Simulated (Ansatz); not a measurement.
Pb: what symmetry allows forces and stress to be

```yaml
crystal:
  lattice:
    - [0.00000, 3.43900, 3.43900]
    - [3.43900, 0.00000, 3.43900]
    - [3.43900, 3.43900, 0.00000]
  atoms:
    - { symbol: Pb, position: [0.50000, 0.50000, 0.50000] }
    - { symbol: Pb, position: [0.76309, 0.76309, 0.73691] }
```

Theory: DFT PBEsol, scalar-relativistic, plane waves, PAW (Ansatz 0.2.0).

Cutoff 420 eV; k points 10×10×10 on the computed 2-atom cell (Γ-centred); Gaussian smearing, width 0.10 eV; no spin polarisation.

This distorted cell has space group Imma, with 8 operations.

Question: Without a calculation: in which directions can each atom feel a force?

Answer: A force must be left unchanged by every operation that keeps its atom in place, so it lies in the space that those operations leave fixed. Atoms that the group maps onto each other feel forces of one size.
| atom | site symmetry | operations at the site | equivalent to atom | allowed force (Cartesian) |
| --- | --- | --- | --- | --- |
| Pb1 | mm2 | 4 | 1 | along (0.00, 0.00, 1.00) |
| Pb2 | mm2 | 4 | 1 | along (0.00, 0.00, 1.00) |

That leaves 1 independent force component of 6. A relaxation in this cell that keeps the symmetry moves the atoms in these directions alone.

Question: And the stress tensor?

Answer: It must be invariant under the point group, which leaves 3 independent components: yz, xz vanish; xx = yy.

Question: Do the computed values obey this?

Answer: Yes. Forces (eV/Å):
```
Pb1  0.000  0.000  0.440
Pb2  0.000  0.000 -0.440
```

Stress (GPa, compression positive, xx yy zz yz xz xy): 0.55 0.55 0.41 0.00 0.00 -1.28. The program imposes the same operations on density, forces and stress, so this confirms the analysis and is no independent test of the calculation.

Spin–orbit coupling is left out, which can shift energies with elements as heavy as these.

This diamond-type form isn't the element's structure at ambient conditions.